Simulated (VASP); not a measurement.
# Os (Fm-3m) in VASP: a series of runs, part 2 of 2

VASP 6.6.1. Earlier steps stand in the parts before.

**4. Single point, r2SCAN**

INCAR

```
SYSTEM = Os
PREC     = Accurate       ! precision mode
ENCUT    = 520            ! plane-wave cutoff, eV
EDIFF    = 1E-6           ! SCF threshold, eV
ISMEAR   = -1             ! smearing method
SIGMA    = 0.05           ! smearing width, eV
LREAL    = .False.        ! projectors in reciprocal space
LASPH    = .True.         ! aspherical terms in the spheres
NELM     = 80             ! most SCF steps
ALGO     = Normal         ! electronic algorithm
ISIF     = 2              ! what is computed and relaxed
LWAVE    = .False.        ! write WAVECAR
LCHARG   = .True.         ! write CHGCAR
METAGGA  = R2SCAN         ! meta-GGA
LMIXTAU  = .True.       
LELF     = .True.         ! ELF
LVHAR    = .True.       
NBANDS   = 10             ! bands
```

KPOINTS

```
Automatic mesh
0
Gamma
  12 12 12
  0 0 0
```

POSCAR

```
Os
1.0
    0.0000000000      1.9450000000      1.9450000000
    1.9450000000      0.0000000000      1.9450000000
    1.9450000000      1.9450000000      0.0000000000
Os
1
Direct
    0.0000000000      0.0000000000      0.0000000000
```

Potentials or basis: VASP PAW PBE potentials, release 64 (Os).

Command:

```
cat potpaw_PBE.64/Os/POTCAR > POTCAR
mpirun -np 1 vasp_std > vasp.out
```

OUTCAR:

```text
SYSTEM = Os
   PREC = Accurate
   ENCUT = 520
   EDIFF = 1E-6
   ISMEAR = -1
   LREAL = .False.
   LASPH = .True.
   NELM = 80
   ISIF = 2
   METAGGA = R2SCAN

 ion  position               nearest neighbor table
   1  0.000  0.000  0.000-

  LATTYP: Found a face centered cubic cell.
 ALAT       =     3.8900000000

  Lattice vectors:

 A1 = (   0.0000000000,   1.9450000000,   1.9450000000)
 A2 = (   1.9450000000,   0.0000000000,   1.9450000000)
 A3 = (   1.9450000000,   1.9450000000,   0.0000000000)

Analysis of symmetry for initial positions (statically):
=====================================================================
 Subroutine PRICEL returns:
 Original cell was already a primitive cell.

 Routine SETGRP: Setting up the symmetry group for a
 face centered cubic supercell.

 Subroutine GETGRP returns: Found 48 space group operations
 (whereof 48 operations were pure point group operations)
 out of a pool of 48 trial point group operations.

The static configuration has the point symmetry O_h .

Analysis of symmetry for dynamics (positions and initial velocities):
=====================================================================
 Subroutine PRICEL returns:
 Original cell was already a primitive cell.

 Routine SETGRP: Setting up the symmetry group for a
 face centered cubic supercell.

 Subroutine GETGRP returns: Found 48 space group operations
 (whereof 48 operations were pure point group operations)
 out of a pool of 48 trial point group operations.

The dynamic configuration has the point symmetry O_h .

 Subroutine INISYM returns: Found 48 space group operations
 (whereof 48 operations are pure point group operations),
 and found     1 'primitive' translations

----------------------------------------------------------------------------------------

                                     Primitive cell

  volume of cell :      14.7160
[... 110 lines left out ...]
  Thomas-Fermi vector in A             =   2.464761
   LORBIT       =      0    0 simple, 1 ext, 2 COOP (PROOUT), +10 PAW based schemes
   METAGGA = R2SCAN    functional components
   LHFCALC =     F    Hartree Fock is set to
   AEXX    =    0.0000 exact exchange contribution
   IVDW    =     0    specifies the selected vdW correction
   LEPSILON=     F    determine dielectric tensor
   LRPA    =     F    only Hartree local field effects (RPA)
 non-spin polarized calculation
  energy-cutoff  :      520.00
  volume of cell :       14.72
 maximum number of plane-waves:       415
   NGX = 11   NGY = 11   NGZ = 11

 number of electron       8.0000000 magnetization

 Free energy of the ion-electron system (eV)
  ---------------------------------------------------
  ext. energy  EPLUGINS =         0.00000000
  ---------------------------------------------------
  free energy    TOTEN  =       -52.84072147 eV

  energy without entropy =      -52.83643175  energy(sigma->0) =      -52.83857661

 E-fermi :   8.4466     XC(G=0): -15.0510

 val. band max:        8.4249688425   @ k =  -0.3333   0.4167   0.0833
 cond. band min:       8.4686047702   @ k =  -0.4167   0.5000   0.0833
 fundamental gap:      0.0436359277
 Fermi energy:         8.4466491173

 k-point     1 :       0.0000    0.0000    0.0000
  band No.  band energies     occupation
      1      -2.4541      2.00000
      2       5.5023      2.00000
      3       5.5023      2.00000
      4       5.5023      2.00000
      5       8.4096      1.35471
      6       8.4096      1.35471
      7      23.3523      0.00000
      8      29.2091      0.00000
      9      29.2091      0.00000
     10      29.2091      0.00000
[... 287 lines left out ...]
 k-point    24 :      -0.4167    0.1667    0.0000
  band No.  band energies     occupation
      1       1.8215      2.00000
      2       4.4430      2.00000
      3       6.1996      2.00000
      4       6.2243      2.00000
      5      10.2418      0.00000
      6      13.4165      0.00000
      7      17.0791      0.00000
      8      24.7380      0.00000
      9      27.1262      0.00000
     10      29.2303      0.00000

 [... further k-points ...]

------------------------ aborting loop because EDIFF is reached ----------------------------------------

  FORCE on cell =-STRESS in cart. coord.  units (eV):
  Direction    XX          YY          ZZ          XY          YZ          ZX
  --------------------------------------------------------------------------------------
  -------------------------------------------------------------------------------------
  Total       -1.5446642     -1.5446642     -1.5446642      0.0000000     -0.0000000      0.0000000
  in kB     -168.1728373   -168.1728373   -168.1728373      0.0000000     -0.0000000      0.0000000
  external PRESSURE =    -168.1728373 kB  Pullay stress =       0.0000000 kB

 VOLUME and BASIS-vectors are now :
 -----------------------------------------------------------------------------
  energy-cutoff  :      520.00
  volume of cell :       14.72
      direct lattice vectors                 reciprocal lattice vectors
     0.000000000  1.945000000  1.945000000    -0.257069409  0.257069409  0.257069409
     1.945000000  0.000000000  1.945000000     0.257069409 -0.257069409  0.257069409
     1.945000000  1.945000000  0.000000000     0.257069409  0.257069409 -0.257069409

 POSITION                                       TOTAL-FORCE (eV/Angst)
 -----------------------------------------------------------------------------------
      0.00000      0.00000      0.00000        -0.000000      0.000000     -0.000000
 -----------------------------------------------------------------------------------
    total drift:                                0.000000      0.000000     -0.000000

  FREE ENERGIE OF THE ION-ELECTRON SYSTEM (eV)
  ---------------------------------------------------
  free  energy   TOTEN  =       -52.8407214689 eV

  energy  without entropy=      -52.8364317546  energy(sigma->0) =      -52.83857661
```

OSZICAR:

```text
N       E                     dE             d eps       ncg     rms          rms(c)
DAV:   1    -0.529145266694E+01   -0.52915E+01   -0.42502E+03  1472   0.766E+02
DAV:   2    -0.531409863096E+02   -0.47850E+02   -0.45360E+02  1478   0.207E+02
DAV:   3    -0.542780621464E+02   -0.11371E+01   -0.11333E+01  1680   0.300E+01
DAV:   4    -0.542811314889E+02   -0.30693E-02   -0.30690E-02  1564   0.180E+00
DAV:   5    -0.542811431867E+02   -0.11698E-04   -0.11696E-04  1604   0.986E-02    0.141E+01
DAV:   6    -0.524538681513E+02    0.18273E+01   -0.91215E-01  1806   0.683E+00    0.582E+00
DAV:   7    -0.526817880913E+02   -0.22792E+00   -0.20824E-01  1474   0.476E+00    0.127E+00
DAV:   8    -0.528010092416E+02   -0.11922E+00   -0.49843E-02  1498   0.209E+00    0.602E-01
DAV:   9    -0.528305652849E+02   -0.29556E-01   -0.93414E-03  1502   0.780E-01    0.786E-02
DAV:  10    -0.528355674565E+02   -0.50022E-02   -0.29585E-03  1512   0.390E-01    0.313E-01
DAV:  11    -0.528404270535E+02   -0.48596E-02   -0.46085E-03  1450   0.534E-01    0.171E-02
DAV:  12    -0.528404772084E+02   -0.50155E-04   -0.98866E-05  1482   0.881E-02    0.132E-02
DAV:  13    -0.528406489240E+02   -0.17172E-03   -0.28062E-05  1472   0.434E-02    0.634E-03
DAV:  14    -0.528407184872E+02   -0.69563E-04   -0.11886E-05  1478   0.326E-02    0.814E-03
DAV:  15    -0.528407218463E+02   -0.33591E-05   -0.25235E-06  1522   0.123E-02    0.538E-03
DAV:  16    -0.528407214689E+02    0.37735E-06   -0.14346E-06  1192   0.988E-03
   1 F= -.52840721E+02 E0= -.52838577E+02  d E =-.428971E-02
```

stdout:

```text
POSCAR found type information on POSCAR Os
 POSCAR found :  1 types and       1 ions
 scaLAPACK will be used
 -----------------------------------------------------------------------------
|                                                                             |
|                                                                             |
|     You enforced a specific xc type in the INCAR file but a different       |
|     I HOPE YOU KNOW WHAT YOU ARE DOING!                                     |
|                                                                             |
 -----------------------------------------------------------------------------

 LDA part: xc-table for (None), standard interpolation
 POSCAR, INCAR and KPOINTS ok, starting setup
 FFT: planning ... GRIDC
 FFT: planning ... GRID_SOFT
 FFT: planning ... GRID
 WAVECAR not read
 entering main loop
```

Run time: 28 s. Hardware: 1 thread of Intel Xeon Platinum 8488C (Sapphire Rapids), shared host; peak memory 0.13 GiB.

What came out:

- Free energy: -52.8407 eV
- Pressure: -16.8 GPa
- Band gap on the k mesh: none (metal or under the smearing width)

Caveat: so large a pressure means that the cell lies far from this level's equilibrium, or that cutoff or potentials fall short; the potentials were made for another functional, which shifts forces and pressure.

**5. Single point, PBE**

INCAR

```
ALGO     = Normal         # electronic algorithm
EDIFF    = 1E-6           # SCF threshold, eV
ENCUT    = 550            # plane-wave cutoff, eV
GGA      = PE             # functional
ISIF     = 2              # what is computed and relaxed
ISMEAR   = 0              # smearing method
LASPH    = True           # aspherical terms in the spheres
LCHARG   = False          # write CHGCAR
LREAL    = False          # projectors in reciprocal space
LWAVE    = False          # write WAVECAR
NELM     = 80             # most SCF steps
PREC     = Accurate       # precision mode
SIGMA    = 0.02           # smearing width, eV
```

KPOINTS

```
k-points
0
Gamma
  12 12 12
```

POSCAR is that of step 4.

Potentials or basis: VASP PAW PBE potentials, release 64 (Os_sv_GW).

Command:

```
cat potpaw_PBE.64/Os_sv_GW/POTCAR > POTCAR
mpirun -np 1 vasp_std > vasp.out
```

Wall time 11 s (1 thread of Intel Xeon Platinum 8259CL at 2.50GHz (Skylake/Cascade Lake), shared host); peak memory 0.15 GiB.

Results (log left out):

```
Free energy            : -12.2308 eV
Pressure               : -11.7 GPa
Band gap on the k mesh : none (metal or under the smearing width)
```

Levels at points of the mesh, in eV from the Fermi level:
```tsv
k point	band 5	band 6	band 7	band 8	band 9	band 10	band 11	band 12
(0.00, 0.00, 0.00)	-10.48	-2.87	-2.87	-2.87	-0.04	-0.04	13.32	18.81
(0.50, 0.00, 0.00)	-7.35	-3.01	-3.01	-0.31	2.20	2.20	8.30	12.99
(0.50, 0.50, 0.00)	-7.19	-6.50	2.12	2.16	2.84	2.84	11.59	11.59
```

**6. For comparison**

An earlier run on the cell as given: functional PBE; potentials or basis VASP PAW PBE potentials, release 64 (Os); cutoff 520 eV; k mesh 12 × 12 × 12; occupations fermi-dirac, width 0.05 eV; no spin polarisation.

- Pressure: -10.3 GPa
- Band gap on the k mesh: none (metal or under the smearing width)

**7. The runs side by side**

```tsv
task	level	potentials or basis	cell	k mesh	cutoff (eV)	smearing	gap on the mesh (eV)	pressure (GPa)
relaxation of cell and atoms	r2SCAN+D3(BJ)	VASP PAW PBE potentials, release 64 (Os)	relaxed	12 × 12 × 12	600	methfessel-paxton 0.1 eV	none	0.0
relaxation of the atoms	r2SCAN	VASP PAW PBE potentials, release 64 (Os)	atoms relaxed from: cell strained at random at fixed volume	9 × 9 × 9	520	methfessel-paxton 0.1 eV	none	-15.9
single point	r2SCAN	VASP PAW PBE potentials, release 64 (Os)	as given	12 × 12 × 12	520	fermi-dirac 0.05 eV	none	-16.8
single point	PBE	VASP PAW PBE potentials, release 64 (Os_sv_GW)	as given	12 × 12 × 12	550	gaussian 0.02 eV	none	-11.7
single point	PBE	VASP PAW PBE potentials, release 64 (Os)	as given	12 × 12 × 12	520	fermi-dirac 0.05 eV	none	-10.3
```

Alike in all rows: no spin polarisation.

Caveats: the PAW data sets were made with another functional, which shifts forces and pressure a little (some runs); pairwise dispersion overbinds metals, which lowers pressure and volume (some runs); the relaxation stopped at its first step, so nothing moved (some runs); so large a pressure means that the cell lies far from this level's equilibrium, or that cutoff or potentials fall short (some runs); the potentials were made for another functional, which shifts forces and pressure (some runs).

Total energies depend on the potentials used, so only differences within one code and one set of settings carry meaning.
